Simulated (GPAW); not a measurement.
CaSe:

```
CELL_PARAMETERS angstrom
0.00000 2.95600 2.95600
2.95600 0.00000 2.95600
2.95600 2.95600 0.00000
ATOMIC_POSITIONS crystal
Se 0.50000 0.50000 0.50000
Ca 0.00000 0.00000 0.00000
```

Base run:

| Quantity | Value |
| --- | --- |
| Program | GPAW 26.7.0 |
| Functional | r2SCAN |
| Potentials or basis | GPAW PAW data sets (gpaw-data 1.2.1) |
| Cutoff | 600 eV |
| Basis | pw |
| k mesh | 8 × 8 × 8 |
| Occupations | fermi-dirac, width 0.05 eV |
| Spin | no spin polarisation |

Its results: band gap on the k mesh 2.51 eV, indirect (least direct gap 3.46 eV).

The run is repeated on the same cell with these changes: functional from r2SCAN to TB-mBJ; potentials or basis from GPAW PAW data sets (gpaw-data 1.2.1) to GPAW PAW data sets for LDA (gpaw-data 1.2.1). What comes out?

Band gap on the k mesh 2.85 eV, indirect (least direct gap 3.71 eV).

Caveats: a model potential gives levels but no total energy (some runs).
